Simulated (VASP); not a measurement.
# TiO2 (I4_1/amd) in VASP: further runs, part 2 of 2

VASP 6.6.1. The steps go on from the part before.

**3. Band structure, PBE**

The input, INCAR:

```
SYSTEM = TiO2
PREC = Accurate ; ENCUT = 300
EDIFF = 1E-6 ; ISMEAR = 0
SIGMA = 0.02 ; LREAL = .FALSE.
LASPH = .TRUE. ; NELM = 120
ALGO = Normal ; ISIF = 2
LWAVE = .FALSE. ; LCHARG = .FALSE.
LMAXMIX = 4 ; GGA = PE
NBANDS = 33 ; KPAR = 4
```

The input, KPOINTS:

```
Automatic mesh
0
G
  12 12 12
  0 0 0
```

The input, POSCAR:

```
TiO2                                    
1.0
   -1.9009072460      1.9009072460      4.8540041656
    1.9009072460     -1.9009072460      4.8540041656
    1.9009072460      1.9009072460     -4.8540041656
  Ti              O             
     2     4
Direct
     0.0000000000000000    0.0000000000000000    0.0000000000000000
     0.7500000000000000    0.2500000000000000    0.5000000000000000
     0.9564960053127507    0.4564960053127507    0.5000000000000000
     0.2064960053127507    0.2064960053127507    0.0000000000000000
     0.5435039946872493    0.0435039946872493    0.5000000000000000
     0.7935039946872493    0.7935039946872493    0.0000000000000000
```

The input, KPOINTS_OPT:

```
path GXYSGZS1NPY1Z,XP
20
line-mode
reciprocal
 0.0000000000  0.0000000000  0.0000000000  G
 0.0000000000  0.0000000000  0.5000000000  X

 0.0000000000  0.0000000000  0.5000000000  X
-0.0773813750  0.0773813750  0.5000000000  Y

-0.0773813750  0.0773813750  0.5000000000  Y
-0.2886906875  0.2886906875  0.2886906875  S

-0.2886906875  0.2886906875  0.2886906875  S
 0.0000000000  0.0000000000  0.0000000000  G

 0.0000000000  0.0000000000  0.0000000000  G
 0.5000000000  0.5000000000 -0.5000000000  Z

 0.5000000000  0.5000000000 -0.5000000000  Z
 0.2886906875  0.7113093125 -0.2886906875  S1

 0.2886906875  0.7113093125 -0.2886906875  S1
 0.0000000000  0.5000000000  0.0000000000  N

 0.0000000000  0.5000000000  0.0000000000  N
 0.2500000000  0.2500000000  0.2500000000  P

 0.2500000000  0.2500000000  0.2500000000  P
 0.5000000000  0.5000000000 -0.0773813750  Y1

 0.5000000000  0.5000000000 -0.0773813750  Y1
 0.5000000000  0.5000000000 -0.5000000000  Z

 0.0000000000  0.0000000000  0.5000000000  X
 0.2500000000  0.2500000000  0.2500000000  P
```

Potentials or basis: VASP PAW PBE potentials, release 64 (Ti_sv, O).

Started as:

```console
$ cat potpaw_PBE.64/Ti_sv/POTCAR potpaw_PBE.64/O/POTCAR > POTCAR
$ mpirun -np 4 vasp_std > vasp.out
```

OUTCAR:

```text
SYSTEM = TiO2
   PREC = Accurate
   ENCUT = 300
   EDIFF = 1E-6
   ISMEAR = 0
   LREAL = .FALSE.
   LASPH = .TRUE.
   NELM = 120
   ISIF = 2
   GGA = PE

 ion  position               nearest neighbor table
   1  0.000  0.000  0.000-   5 1.95   3 1.95   5 1.95   3 1.95   4 2.00   6 2.00
   2  0.750  0.250  0.500-   6 1.95   4 1.95   6 1.95   4 1.95   3 2.00   5 2.00
   3  0.956  0.456  0.500-   1 1.95   1 1.95   2 2.00
   4  0.206  0.206  0.000-   2 1.95   2 1.95   1 2.00
   5  0.544  0.044  0.500-   1 1.95   1 1.95   2 2.00
   6  0.794  0.794  0.000-   2 1.95   2 1.95   1 2.00

  LATTYP: Found a body centered tetragonal cell.
 ALAT       =     3.8018144920
 C/A-ratio  =     2.5535197342

  Lattice vectors:

 A1 = (  -1.9009072460,   1.9009072460,   4.8540041656)
 A2 = (   1.9009072460,  -1.9009072460,   4.8540041656)
 A3 = (   1.9009072460,   1.9009072460,  -4.8540041656)

Analysis of symmetry for initial positions (statically):
=====================================================================
 Subroutine PRICEL returns:
 Original cell was already a primitive cell.

 Routine SETGRP: Setting up the symmetry group for a
 body centered tetragonal supercell.

 Subroutine GETGRP returns: Found 16 space group operations
 (whereof  8 operations were pure point group operations)
 out of a pool of 16 trial point group operations.

The static configuration has the point symmetry D_2d.
 The point group associated with its full space group is D_4h.

Analysis of symmetry for dynamics (positions and initial velocities):
=====================================================================
 Subroutine PRICEL returns:
 Original cell was already a primitive cell.

 Routine SETGRP: Setting up the symmetry group for a
 body centered tetragonal supercell.

 Subroutine GETGRP returns: Found 16 space group operations
 (whereof  8 operations were pure point group operations)
[... 126 lines left out ...]
   ISMEAR =     0;   SIGMA  =   0.02  broadening in eV -4-tet -1-fermi 0-gaus
   EFERMI_NEDOS =   21; number of points for ismear=-14 and -15
   IALGO  =     38    algorithm
   IMIX   =      4    mixing-type and parameters
     AMIX     =   0.40;   BMIX     =  1.00
     AMIX_MAG =   1.60;   BMIX_MAG =  1.00
  volume/ion in A,a.u.               =      11.69        78.91
  Fermi-wavevector in a.u.,A,eV,Ry     =   1.442540  2.726006 28.312664  2.080922
  Thomas-Fermi vector in A             =   2.561049
   LORBIT       =      0    0 simple, 1 ext, 2 COOP (PROOUT), +10 PAW based schemes
   GGA     = PE    functional components
   LHFCALC =     F    Hartree Fock is set to
   AEXX    =    0.0000 exact exchange contribution
   IVDW    =     0    specifies the selected vdW correction
   LEPSILON=     F    determine dielectric tensor
   LRPA    =     F    only Hartree local field effects (RPA)
 non-spin polarized calculation
 Gauss-broadening in eV      SIGMA  =   0.02
  energy-cutoff  :      300.00
  volume of cell :       70.16
 maximum number of plane-waves:       850
   NGX = 15   NGY = 15   NGZ = 15

 number of electron      47.9999986 magnetization

 Free energy of the ion-electron system (eV)
  ---------------------------------------------------
  ext. energy  EPLUGINS =         0.00000000
  ---------------------------------------------------
  free energy    TOTEN  =       -54.51345538 eV

  energy without entropy =      -54.51345538  energy(sigma->0) =      -54.51345538

 E-fermi :   3.3324     XC(G=0): -10.5811

 val. band max:        3.0851003344   @ k =  -0.4167   0.4167   0.0000
 cond. band min:       5.2124871153   @ k =   0.0000   0.0000   0.0000
 fundamental gap:      2.1273867809
 Fermi energy:         3.3323709738

 k-point     1 :       0.0000    0.0000    0.0000
  band No.  band energies     occupation
      1     -53.3511      2.00000
      2     -53.2997      2.00000
      3     -29.7999      2.00000
      4     -29.5831      2.00000
      5     -29.5831      2.00000
      6     -29.5217      2.00000
[... 853 lines left out ...]
     32       9.5377      0.00000
     33       9.6930      0.00000

 [... further k-points ...]
[... 5 lines left out ...]
  --------------------------------------------------------------------------------------
  -------------------------------------------------------------------------------------
  Total      -18.7114295    -18.7114295    -18.9130651      0.0000000      0.0000000      0.0000000
  in kB     -427.3026267   -427.3026267   -431.9072669      0.0000000      0.0000000      0.0000000
  external PRESSURE =    -428.8375068 kB  Pullay stress =       0.0000000 kB

 VOLUME and BASIS-vectors are now :
 -----------------------------------------------------------------------------
  energy-cutoff  :      300.00
  volume of cell :       70.16
      direct lattice vectors                 reciprocal lattice vectors
    -1.900907246  1.900907246  4.854004166     0.000000000  0.263032297  0.103007740
     1.900907246 -1.900907246  4.854004166     0.263032297  0.000000000  0.103007740
     1.900907246  1.900907246 -4.854004166     0.263032297  0.263032297  0.000000000

 POSITION                                       TOTAL-FORCE (eV/Angst)
 -----------------------------------------------------------------------------------
      0.00000      0.00000      0.00000        -0.000000     -0.000000     -0.000000
      0.00000      1.90091      2.42700        -0.000000     -0.000000     -0.000000
      0.00000      1.90091      4.43167         0.000000      0.000000     -0.095517
      0.00000      0.00000      2.00466         0.000000      0.000000     -0.095517
      0.00000      1.90091      0.42234         0.000000      0.000000      0.095517
      0.00000      0.00000      7.70334        -0.000000     -0.000000      0.095517
 -----------------------------------------------------------------------------------
    total drift:                               -0.000000      0.000000     -0.000000

  FREE ENERGIE OF THE ION-ELECTRON SYSTEM (eV)
  ---------------------------------------------------
  free  energy   TOTEN  =       -54.5134553829 eV

  energy  without entropy=      -54.5134553829  energy(sigma->0) =      -54.51345538
```

OSZICAR:

```text
N       E                     dE             d eps       ncg     rms          rms(c)
DAV:   1     0.507819411299E+03    0.50782E+03   -0.17788E+04 10800   0.119E+03
DAV:   2    -0.708442632602E+01   -0.51490E+03   -0.48185E+03 12966   0.409E+02
DAV:   3    -0.668385621005E+02   -0.59754E+02   -0.59186E+02 14536   0.148E+02
[... 26 lines left out ...]
       N       E                     dE             ncg
DAV:   1     0.784715166965E+05   -0.76977E+05     3779
DAV:   2     0.518668800061E+05   -0.26605E+05     4256
DAV:   3     0.484281331900E+05   -0.34387E+04     5351
DAV:   4     0.482439231035E+05   -0.18421E+03     5247
DAV:   5     0.482356657193E+05   -0.82574E+01     4696
DAV:   6     0.482355658234E+05   -0.99896E-01     5250
DAV:   7     0.482355641831E+05   -0.16403E-02     4964
DAV:   8     0.482355641645E+05   -0.18559E-04     4417
DAV:   9     0.482355641640E+05   -0.55203E-06     2644
```

Run time: 55 s. Hardware: 4 MPI ranks of Intel Xeon 6975P-C (Granite Rapids), shared host; peak memory 0.33 GiB.

The run converged, but a check on its numbers failed (symmetry, net force, bounds or a known fault of this set-up), so they aren't taken as properties of the crystal.

Caveat: the cutoff lies under the usual one of these potentials, so the numbers hold a large basis-set error; a pressure of tens of GPa on the cell as given is suspect, and the run, the potentials or the cell itself is likely at fault.

**4. Band structure, PBE**

INCAR: that of step 3 with these lines changed.

```diff
@@ -1,3 +1,3 @@
 SYSTEM = TiO2
-PREC = Accurate ; ENCUT = 300
+PREC = Accurate ; ENCUT = 600
 EDIFF = 1E-6 ; ISMEAR = 0
```

KPOINTS is that of step 3.

POSCAR is that of step 3.

KPOINTS_OPT is that of step 3.

Started as:

```console
$ cat potpaw_PBE.64/Ti_sv/POTCAR potpaw_PBE.64/O/POTCAR > POTCAR
$ mpirun -np 4 vasp_std > vasp.out
```

Run time: 4 min. Hardware: 4 MPI ranks of Intel Xeon 6975P-C (Granite Rapids), shared host; peak memory 0.77 GiB.

It converged, with:

```
Free energy             : -53.8740 eV
Pressure                : 0.0 GPa
Band gap on the k mesh  : 2.10 eV, indirect (least direct gap 2.41 eV)
Band gap along the path : 2.10 eV, indirect (least direct gap 2.40 eV)
```

Levels at the corners of the path, in eV from the valence-band top:
| point | band 20 | band 21 | band 22 | band 23 | band 24 | band 25 | band 26 | band 27 | band 28 | band 29 |
| --- | --- | --- | --- | --- | --- | --- | --- | --- | --- | --- |
| Γ | -0.80 | -0.80 | -0.79 | -0.42 | -0.42 | 2.10 | 2.76 | 3.94 | 3.94 | 3.95 |
| X | -2.57 | -1.98 | -1.98 | -0.05 | -0.05 | 3.19 | 3.19 | 3.66 | 3.66 | 4.75 |
| X | -2.57 | -1.98 | -1.98 | -0.05 | -0.05 | 3.19 | 3.19 | 3.66 | 3.66 | 4.75 |
| Y | -2.68 | -1.82 | -1.82 | -0.09 | -0.09 | 3.17 | 3.17 | 3.61 | 3.61 | 4.65 |
| Y | -2.68 | -1.82 | -1.82 | -0.09 | -0.09 | 3.17 | 3.17 | 3.61 | 3.61 | 4.65 |
| S | -1.80 | -1.17 | -0.90 | -0.83 | -0.83 | 3.17 | 3.39 | 3.45 | 3.46 | 4.14 |
| S | -1.80 | -1.17 | -0.90 | -0.83 | -0.83 | 3.17 | 3.39 | 3.45 | 3.46 | 4.14 |
| Γ | -0.80 | -0.80 | -0.79 | -0.42 | -0.42 | 2.10 | 2.76 | 3.94 | 3.94 | 3.95 |
| Γ | -0.80 | -0.80 | -0.79 | -0.42 | -0.42 | 2.10 | 2.76 | 3.94 | 3.94 | 3.95 |
| Z | -1.33 | -1.24 | -1.24 | -0.10 | -0.10 | 2.42 | 2.42 | 3.67 | 3.67 | 4.23 |
| Z | -1.33 | -1.24 | -1.24 | -0.10 | -0.10 | 2.42 | 2.42 | 3.67 | 3.67 | 4.23 |
| S1 | -1.80 | -1.17 | -0.90 | -0.83 | -0.83 | 3.17 | 3.39 | 3.45 | 3.46 | 4.14 |
| S1 | -1.80 | -1.17 | -0.90 | -0.83 | -0.83 | 3.17 | 3.39 | 3.45 | 3.46 | 4.14 |
| N | -1.90 | -1.88 | -0.88 | -0.86 | -0.64 | 3.17 | 3.44 | 3.49 | 3.50 | 4.18 |
| N | -1.90 | -1.88 | -0.88 | -0.86 | -0.64 | 3.17 | 3.44 | 3.49 | 3.50 | 4.18 |
| P | -2.86 | -1.55 | -1.55 | -0.24 | -0.24 | 3.42 | 3.42 | 3.46 | 3.46 | 4.75 |
| P | -2.86 | -1.55 | -1.55 | -0.24 | -0.24 | 3.42 | 3.42 | 3.46 | 3.46 | 4.75 |
| Y1 | -2.68 | -1.82 | -1.82 | -0.09 | -0.09 | 3.17 | 3.17 | 3.61 | 3.61 | 4.65 |
| Y1 | -2.68 | -1.82 | -1.82 | -0.09 | -0.09 | 3.17 | 3.17 | 3.61 | 3.61 | 4.65 |
| Z | -1.33 | -1.24 | -1.24 | -0.10 | -0.10 | 2.42 | 2.42 | 3.67 | 3.67 | 4.23 |
| X | -2.57 | -1.98 | -1.98 | -0.05 | -0.05 | 3.19 | 3.19 | 3.66 | 3.66 | 4.75 |
| P | -2.86 | -1.55 | -1.55 | -0.24 | -0.24 | 3.42 | 3.42 | 3.46 | 3.46 | 4.75 |

A hybrid or GW would open this gap; PBE tends to underestimate it.
